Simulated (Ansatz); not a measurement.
# Mo2COS MXene monolayer in a perpendicular field

What dipole does a perpendicular field induce in the Mo2COS MXene monolayer? A positive field points along +c.

Calculated with Ansatz 0.2.0; plane-wave DFT, RPBE-D3(BJ), Ansatz PAW, in the first sound run; inputs show where later runs differ.

Most raw output is cut from this account.

### Step 1. Starting point

The cell holds 5 atoms: 1 S, 2 Mo, 1 C and 1 O. Cell: a = 3.025 Å, b = 3.025 Å, c = 23.151 Å, α = 90.0°, β = 90.0°, γ = 120.0°. Vacuum lies along c.

### Step 2. Relaxation

The starting cell is a guess, so the in-plane lattice and the atoms are relaxed first, with the slab cut off from its images along the normal. The program lengthens the vector along the normal by itself, so c and the volume that it reports differ from the typed ones.

Input file input.yaml:

```yaml
crystal:
  lattice:
    - [3.024736, 0.0, 0.0]
    - [-1.512368, 2.6194982157, 0.0]
    - [0.0, 0.0, 23.1513579428]
  atoms:
    - { symbol: S, position: [0.3333333333, 0.6666666667, 0.3887460953] }
    - { symbol: Mo, position: [0.6666666667, 0.3333333333, 0.4621049905] }
    - { symbol: C, position: [0.0, 0.0, 0.5136561887] }
    - { symbol: Mo, position: [0.3333333333, 0.6666666667, 0.5652073868] }
    - { symbol: O, position: [0.6666666667, 0.3333333333, 0.6112539047] }
  periodic: [true, true, false]
kpoints:
  mp_grid: { grid: [12, 12, 1] }
hamiltonian:
  xc: rpbe
  dispersion: d3bj
scf:
  occupations: { method: fermi_dirac, width: 0.05 }
  convergence: { dr2_threshold: 1.0e-09 }
relax:
  f_tol: 0.004
  max_steps: 90
  cell: {}
output:
  write_potential: true
  write_density: true
  volumetric_format: npy
```

On the command line:

```bash
ansatz run input.yaml --threads 2 --pin off --max-ram 3072MiB --backend cpu --events-out ev --progress --plain --runs-dir out
```

Run time: 2.9 min. Hardware: 2 threads of Arm Neoverse N1, shared host; peak memory 0.54 GiB; 4.2 min of CPU time.

The steps of the relaxation:

| step | energy less that of the first step (eV) | largest force component (eV/Å) | volume (Å³) |
| --- | --- | --- | --- |
| 1 | 0.0000 | 2.5490 | 270.21 |
| 2 | -0.2231 | 0.7954 | 264.37 |
| 3 | -0.2388 | 0.7968 | 270.70 |
| 4 | -0.2537 | 0.1330 | 270.07 |
| 5 | -0.2547 | 0.0291 | 270.06 |
| 6 | -0.2547 | 0.0053 | 270.13 |
| 7 | -0.2547 | 0.0018 | 270.17 |
| 8* | -0.2547 | 0.0018 | 270.17 |

Relaxation steps marked * repeat the geometry before them on a plane-wave basis chosen anew for their cell, so energy and pressure can jump there.

The run keeps the 6 symmetry operations that it works with, so distortions that break them were not tested.

| cell as run | before | after | change |
| --- | --- | --- | --- |
| a (Å) | 3.025 | 3.025 | -0.0 % |
| b (Å) | 3.025 | 3.025 | -0.0 % |

The atoms that moved most (Å, along periodic axes as changes of fractional coordinates times the final cell, across vacuum about the mean position):

| atom | dx | dy | dz | length |
| --- | --- | --- | --- | --- |
| Mo4 | 0.000 | 0.000 | -0.123 | 0.123 |
| S1 | 0.000 | 0.000 | 0.096 | 0.096 |
| Mo2 | 0.000 | 0.000 | 0.072 | 0.072 |
| O5 | 0.000 | 0.000 | -0.027 | 0.027 |
| C3 | 0.000 | 0.000 | -0.019 | 0.019 |

Final coordinates:

```xyz
5
Lattice="3.0246 0.0000 0.0000 -1.5123 2.6193 0.0000 0.0000 0.0000 34.1027" Properties=species:S:1:pos:R:3
S     0.0000    1.7462    9.0963
Mo    1.5123    0.8731   10.7700
C     0.0000    0.0000   11.8733
Mo    0.0000    1.7462   12.9627
O     1.5123    0.8731   14.1246
```

Numbers from this step:

* energy at zero smearing: -11662.5961 eV

The lattice constant a goes from 3.025 to 3.025 Å.

### Step 3. Single point, field 0

A sawtooth potential applies the field, turning back in the middle of the vacuum. With the dipole correction the typed value is the field outside the slab. The induced dipole is small, so the SCF threshold is tight.

The cell differs from the one that the last finished run ended in (c 34.103 → 23.028 Å).

Input file input.yaml:

```yaml
crystal:
  lattice:
    - [3.0245511306, 0.0, 0.0]
    - [-1.5122755653, 2.6193381141, 0.0]
    - [0.0, 0.0, 23.0283228773]
  atoms:
    - { symbol: S, position: [0.3333333333, 0.6666666667, 0.3908230768] }
    - { symbol: Mo, position: [0.6666666667, 0.3333333333, 0.4635066887] }
    - { symbol: C, position: [0.0, 0.0, 0.511413289] }
    - { symbol: Mo, position: [0.3333333333, 0.6666666667, 0.5587225302] }
    - { symbol: O, position: [0.6666666667, 0.3333333333, 0.6091769232] }
kpoints:
  mp_grid: { grid: [18, 18, 1] }
  band_path:
    path: [[0, 0, 0], [0.5, 0, 0], [0.33333333, 0.33333333, 0], [0, 0, 0]]
    npoints: 16
hamiltonian:
  xc: rpbe
  dispersion: d3bj
scf:
  occupations: { method: fermi_dirac, width: 0.02585 }
  convergence: { dr2_threshold: 1.0e-10 }
efield:
  axis: 3
  dipole_correction: true
  ramp_position: 0.97
  ramp_width: 0.06
  amplitude: 0
output:
  dos: { projected: true, e_range: [-6, 5] }
  bader: true
  write_potential: true
  write_density: true
  volumetric_format: npy
  elf: true
```

The job ended after 68 s (2 threads; peak memory 0.51 GiB).

Numbers from this step:

```
energy at zero smearing        : -11662.5810 eV
work function, upper face      : 6.246 eV
work function, lower face      : 4.937 eV
dipole along the normal        : -0.05733 e·Å
step between the vacuum levels : 1.309 eV
```

Running mean over a fixed 2.7 Å (it still follows the layers) of the planar mean; the ramp of the sawtooth is left out. The electron's electrostatic potential energy less the Fermi level by z:

| z (Å) | electron's electrostatic potential energy less the Fermi level (eV) |
| --- | --- |
| 3.5 | 4.94 |
| 4.0 | 4.94 |
| 4.5 | 4.94 |
| 5.0 | 4.93 |
| 5.5 | 4.93 |
| 6.0 | 4.90 |
| 6.5 | 4.75 |
| 7.0 | 4.04 |
| 7.5 | 1.91 |
| 8.0 | -0.734 |
| 8.5 | -2.97 |
| 9.0 | -6.17 |
| 9.5 | -10.6 |
| 10.0 | -13.2 |
| 10.5 | -14.0 |
| 11.0 | -15.1 |
| 11.5 | -17.2 |
| 12.0 | -17.4 |
| 12.5 | -15.7 |
| 13.0 | -14.1 |
| 13.5 | -11.2 |
| 14.0 | -7.04 |
| 14.5 | -1.98 |
| 15.0 | 1.88 |
| 15.5 | 4.53 |
| 16.0 | 5.96 |
| 16.5 | 6.20 |
| 17.0 | 6.24 |
| 17.5 | 6.24 |
| 18.0 | 6.25 |
| 18.5 | 6.25 |
| 19.0 | 6.25 |
| 19.5 | 6.25 |
| 20.0 | 6.25 |

The density of states has structure finer than the step of the table below, so its rows give means over 0.25 eV, whole bins alone (the curve runs from -6 to 1.66 eV). Peaks (eV: height): -5.590: 11.7, -4.900: 13.2, -4.460: 7.75, -4.240: 12.4, 1.110: 13.8, 1.470: 9.17, 1.610: 9.38.

Density of states against energy, zero at the Fermi level; means over each step:

| energy (eV) | density of states (states/eV a cell) |
| --- | --- |
| -5.75 | 2.72 |
| -5.50 | 5.12 |
| -5.25 | 0.856 |
| -5.00 | 3.05 |
| -4.75 | 3.37 |
| -4.50 | 5.61 |
| -4.25 | 5.23 |
| -4.00 | 1.87 |
| -3.75 | 1.63 |
| -3.50 | 2.11 |
| -3.25 | 4.00 |
| -3.00 | 3.27 |
| -2.75 | 2.77 |
| -2.50 | 1.32 |
| -2.25 | 1.49 |
| -2.00 | 2.90 |
| -1.75 | 1.59 |
| -1.50 | 1.00 |
| -1.25 | 1.33 |
| -1.00 | 1.52 |
| -0.75 | 2.15 |
| -0.50 | 1.58 |
| -0.25 | 1.47 |
| 0.00 | 1.92 |
| 0.25 | 3.02 |
| 0.50 | 4.15 |
| 0.75 | 2.36 |
| 1.00 | 3.65 |
| 1.25 | 3.86 |
| 1.50 | 5.98 |

Projected DOS per atom over height of the atomic layer and energy from the Fermi level. Layers: S Mo C Mo O from below.

Ten even steps from '0' (0.06 states/eV) to '9' (2.42 states/eV), each cell a mean:
```
29082
15161
02040
05080
02030
01010
11020
11020
10010
10000
32011
11000
32012
42004
62002
10002
22014
34139
32037
00001
43222
14242
```
Columns: height of the atomic layer (Å) from 9 to 14.0 (not evenly spaced); rows upwards: energy from the Fermi level (eV) from -5.96 to 1.6.

Electronic bands along the path, in eV, zero at the Fermi level:

| point | band 19 | band 20 | band 21 | band 22 | band 23 | band 24 | band 25 | band 26 |
| --- | --- | --- | --- | --- | --- | --- | --- | --- |
| Γ | -2.58 | -2.58 | -1.30 | -0.83 | -0.83 | 0.23 | 0.23 | 1.67 |
| halfway | -2.93 | -2.62 | -2.49 | -0.64 | -0.08 | 0.69 | 1.46 | 1.47 |
| M | -3.31 | -2.78 | -1.97 | 0.36 | 0.45 | 1.36 | 1.59 | 1.91 |
| halfway | -3.77 | -3.48 | -1.70 | 0.09 | 0.35 | 1.20 | 1.57 | 2.03 |
| K | -4.35 | -4.14 | -0.75 | -0.65 | -0.13 | 1.09 | 1.68 | 1.72 |
| halfway | -3.38 | -2.84 | -1.90 | -1.31 | 0.56 | 1.08 | 1.35 | 1.64 |
| Γ | -2.58 | -2.58 | -1.30 | -0.83 | -0.83 | 0.23 | 0.23 | 1.67 |

Electrostatic potential energy in the ca plane at fractional y = 0.333, with atoms of Mo and O within 0.2 Å of it. With pseudopotentials it is smooth inside the atoms' cores, unlike the true potential.

Ten even steps from '0' (-50 eV) to '9' (8 eV), each cell a mean:
```
99999999998874125788778779999999999999999999
99999999999850001688885226999999999999999999
99999999999830000588884004999999999999999999
99999999999850002688886227999999999999999999
99999999988875336787778889999999999999999999
99999999877888778876557899999999999999999999
99999999876788888775457899999999999999999999
99999999887887777876567899999999999999999999
```
Columns run along c (16.0 Å, from fractional 0.24 to 0.93 of the cell; values clipped at the 3rd and 97th percentile), rows up along a (3.0 Å). Atoms in or near the plane, at fractional coordinates: Mo at (0.46, 0.67), O at (0.61, 0.67).

Valence density in the ca plane at fractional y = 0.333, with atoms of Mo and O within 0.2 Å of it. It is the smooth field of the valence electrons, not physical close to the nuclei.

Values in e/Å³, 5 rows by 16 columns, each cell a mean:
```
0.0 0.0 0.0 0.0 0.0 0.2 0.5 3.0 1.0 0.3 1.1 1.1 0.0 0.0 0.0 0.0
0.0 0.0 0.0 0.0 0.0 0.1 0.7 5.9 2.1 0.2 2.9 3.4 0.1 0.0 0.0 0.0
0.0 0.0 0.0 0.0 0.0 0.2 0.5 3.1 1.1 0.3 1.2 1.2 0.0 0.0 0.0 0.0
0.0 0.0 0.0 0.0 0.0 0.4 0.5 0.4 0.6 0.8 0.5 0.1 0.0 0.0 0.0 0.0
0.0 0.0 0.0 0.0 0.0 0.4 0.5 0.4 0.6 0.8 0.4 0.1 0.0 0.0 0.0 0.0
```
Columns run along c (16.0 Å, from fractional 0.14 to 0.83 of the cell), rows up along a (3.0 Å). Atoms in or near the plane, at fractional coordinates: Mo at (0.46, 0.67), O at (0.61, 0.67).

ELF in the ca plane at fractional y = 0.333, with atoms of Mo and O within 0.2 Å of it. It is the smooth field of the valence electrons, not physical close to the nuclei.

Values, 5 rows by 16 columns, each cell a mean:
```
0.00 0.01 0.12 0.38 0.36 0.58 0.30 0.21 0.68 0.62 0.10 0.00 0.00 0.00 0.00 0.00
0.00 0.00 0.02 0.11 0.41 0.59 0.30 0.28 0.62 0.75 0.17 0.00 0.00 0.00 0.00 0.00
0.00 0.01 0.13 0.38 0.37 0.58 0.30 0.21 0.68 0.62 0.10 0.00 0.00 0.00 0.00 0.00
0.00 0.05 0.46 0.75 0.49 0.28 0.48 0.29 0.22 0.14 0.01 0.00 0.00 0.00 0.00 0.00
0.00 0.05 0.47 0.76 0.50 0.28 0.49 0.28 0.20 0.12 0.01 0.00 0.00 0.00 0.00 0.00
```
Columns run along c (16.0 Å, from fractional 0.24 to 0.93 of the cell), rows up along a (3.0 Å). Atoms in or near the plane, at fractional coordinates: Mo at (0.46, 0.67), O at (0.61, 0.67).

The work function of the upper face is 6.25 eV.

### Step 4. Atoms held, field 0.1 V/Å

input.yaml, as its differences from that of step 3:

```diff
@@ -27,6 +27,4 @@
   ramp_width: 0.06
-  amplitude: 0
+  amplitude: 0.1
 output:
-  dos: { projected: true, e_range: [-6, 5] }
-  bader: true
   write_potential: true
@@ -34,2 +32 @@
   volumetric_format: npy
-  elf: true
```

Wall time 48 s (2 threads); peak memory 0.5 GiB.

The dipole is -0.0285 e·Å, 0.0288 e·Å from its value without field.

### Step 5. Single point, field -0.1 V/Å

input.yaml, as its differences from that of step 4:

```diff
@@ -27,3 +27,3 @@
   ramp_width: 0.06
-  amplitude: 0.1
+  amplitude: -0.1
 output:
```

Wall time 46 s (2 threads); peak memory 0.49 GiB; 78 s of CPU time.

The dipole is -0.0862 e·Å, -0.0288 e·Å from its value without field.

### Step 6. Atoms held, field 0.2 V/Å

input.yaml, as its differences from that of step 5:

```diff
@@ -27,3 +27,3 @@
   ramp_width: 0.06
-  amplitude: -0.1
+  amplitude: 0.2
 output:
```

Wall time 51 s (2 threads); peak memory 0.49 GiB.

The dipole is 3.9e-4 e·Å, 0.0577 e·Å from its value without field.

### Step 7. Single point, field -0.2 V/Å

input.yaml, as its differences from that of step 6:

```diff
@@ -27,3 +27,3 @@
   ramp_width: 0.06
-  amplitude: 0.2
+  amplitude: -0.2
 output:
```

The job ended after 48 s (2 threads; peak memory 0.49 GiB; 79 s of CPU time).

The dipole is -0.115 e·Å, -0.0576 e·Å from its value without field.

### Step 8. Single point, field 0.35 V/Å

input.yaml, as its differences from that of step 7:

```diff
@@ -27,4 +27,6 @@
   ramp_width: 0.06
-  amplitude: -0.2
+  amplitude: 0.35
 output:
+  dos: { projected: true, e_range: [-6, 5] }
+  bader: true
   write_potential: true
@@ -32 +34,2 @@
   volumetric_format: npy
+  elf: true
```

It took 76 s on 2 threads; peak memory 0.5 GiB; 2.3 min of CPU time.

The dipole is 0.0438 e·Å, 0.101 e·Å from its value without field.

### Step 9. Response, atoms held

This step: plane-wave DFT, RPBE-D3(BJ), Ansatz PAW; response to a field along the normal, atoms held (Ansatz 0.2.0).

The dipoles give the slope, and the difference of two potentials shows where the field is screened.

Numbers from this step:

| Property | Result |
| --- | --- |
| equivalent conductor thickness p/(ε₀AE) | 6.587 Å |
| distance between the outer atoms | 5.028 Å |

Table of dipole of the cell by applied field:

| applied field (V/Å) | dipole of the cell (e·Å) |
| --- | --- |
| -0.200 | -0.115 |
| -0.100 | -0.0862 |
| 0.000 | -0.0573 |
| 0.100 | -0.0285 |
| 0.200 | 3.9e-4 |
| 0.350 | 0.0438 |

Local field over the applied field, running mean. From the potentials at -0.1 and 0.1 V/Å; running mean over 2.5 Å. Local field over applied field against z:

| z (Å) | local field over applied field |
| --- | --- |
| 4.5 | 0.999 |
| 5.0 | 0.997 |
| 5.5 | 0.990 |
| 6.0 | 0.971 |
| 6.5 | 0.922 |
| 7.0 | 0.818 |
| 7.5 | 0.660 |
| 8.0 | 0.480 |
| 8.5 | 0.297 |
| 9.0 | 0.150 |
| 9.5 | 0.0635 |
| 10.0 | 0.0245 |
| 10.5 | 0.00943 |
| 11.0 | 0.0105 |
| 11.5 | 0.00940 |
| 12.0 | 0.0114 |
| 12.5 | 0.0281 |
| 13.0 | 0.0738 |
| 13.5 | 0.164 |
| 14.0 | 0.310 |
| 14.5 | 0.481 |
| 15.0 | 0.658 |
| 15.5 | 0.813 |
| 16.0 | 0.923 |
| 16.5 | 0.974 |
| 17.0 | 0.992 |
| 17.5 | 0.998 |
| 18.0 | 0.999 |
| 18.5 | 1.000 |

Electrons, planar mean, per unit field. Induced electron density against z:

| z (Å) | induced electron density (e/Å³ per V/Å) |
| --- | --- |
| 4.5 | 4.3e-6 |
| 5.0 | 1.4e-5 |
| 5.5 | 4.5e-5 |
| 6.0 | 1.4e-4 |
| 6.5 | 3.8e-4 |
| 7.0 | 9.8e-4 |
| 7.5 | 0.00236 |
| 8.0 | 0.00375 |
| 8.5 | 0.00212 |
| 9.0 | 0.00111 |
| 9.5 | 3.7e-4 |
| 10.0 | -8.7e-4 |
| 10.5 | 5.6e-4 |
| 11.0 | 8.7e-5 |
| 11.5 | 2.2e-4 |
| 12.0 | -2.5e-4 |
| 12.5 | -1.1e-4 |
| 13.0 | -5.7e-4 |
| 13.5 | -5.9e-4 |
| 14.0 | -0.00181 |
| 14.5 | -0.00359 |
| 15.0 | -0.00273 |
| 15.5 | -0.00103 |
| 16.0 | -3.5e-4 |
| 16.5 | -1.1e-4 |
| 17.0 | -3.1e-5 |
| 17.5 | -8.8e-6 |
| 18.0 | -2.5e-6 |
| 18.5 | -7.1e-7 |

By hand: between -0.1 and 0.1 V/Å the dipole changes by 0.05767 e·Å, a slope of 0.2884 e·Å²/V. A perfect conductor of thickness t has p = ε₀AEt, so t = 180.95 × 0.2884 / 7.922 = 6.59 Å (e/ε₀ = 180.95 V·Å, A in Å²).

The induced dipole is that of a conductor 6.59 Å thick.

### Step 10. With spin-orbit coupling, k-mesh 12×12×1

This step: plane-wave DFT, PBE, fully relativistic PAW with spin-orbit coupling (Ansatz 0.2.0).

Heavy atoms split their bands by spin-orbit coupling, so this run uses fully relativistic files and two-component states.

Input file input.yaml:

```yaml
crystal:
  lattice:
    - [3.0245511306, 0.0, 0.0]
    - [-1.5122755653, 2.6193381141, 0.0]
    - [0.0, 0.0, 23.0283228773]
  atoms:
    - { symbol: S, position: [0.3333333333, 0.6666666667, 0.3908230768] }
    - { symbol: Mo, position: [0.6666666667, 0.3333333333, 0.4635066887] }
    - { symbol: C, position: [0.0, 0.0, 0.511413289] }
    - { symbol: Mo, position: [0.3333333333, 0.6666666667, 0.5587225302] }
    - { symbol: O, position: [0.6666666667, 0.3333333333, 0.6091769232] }
kpoints:
  mp_grid: { grid: [12, 12, 1] }
  band_path: { path: [[0, 0, 0], [0.12, 0, 0]], npoints: 24 }
hamiltonian:
  xc: pbe
  pseudopotentials: { kind: paw_fr }
magnetization:
  noncollinear: true
  spin_orbit: true
scf:
  occupations: { method: fermi_dirac, width: 0.02585 }
  convergence: { dr2_threshold: 1.0e-09 }
efield:
  axis: 3
  dipole_correction: true
  ramp_position: 0.97
  ramp_width: 0.06
  amplitude: 0
output:
  write_potential: true
  write_density: true
  volumetric_format: npy
```

Wall time 2.5 min (2 threads); peak memory 0.99 GiB.

This step gave:

```yaml
energy_at_zero_smearing: -11635.0101 eV
work_function_upper_face: 6.386 eV
work_function_lower_face: 5.040 eV
dipole_along_the_normal: -0.05894 e·Å
step_between_the_vacuum_levels: 1.346 eV
```

[end of part 1 of 2]

[Logs are printed without paths, hosts, clocks, repeated set-up lines and the standing remarks that a program may print on its own settings, such as how far it seeks lower states.]

[Hosts, paths, dates, database ids (printed as entryN), source tags and the programs' standing remarks are cut or masked in the printed files.]

[Maps of the electrostatic potential energy from Ansatz leave out the sawtooth potential of an applied field or a dipole correction, so their vacuum need not be flat; planar profiles and work functions include it.]

[The density of states shown here was stored with 400 of the rows of the run's finer table, so its peaks can read low, often by over a quarter, or be missed, and its means over a window can be off by a tenth or more.]
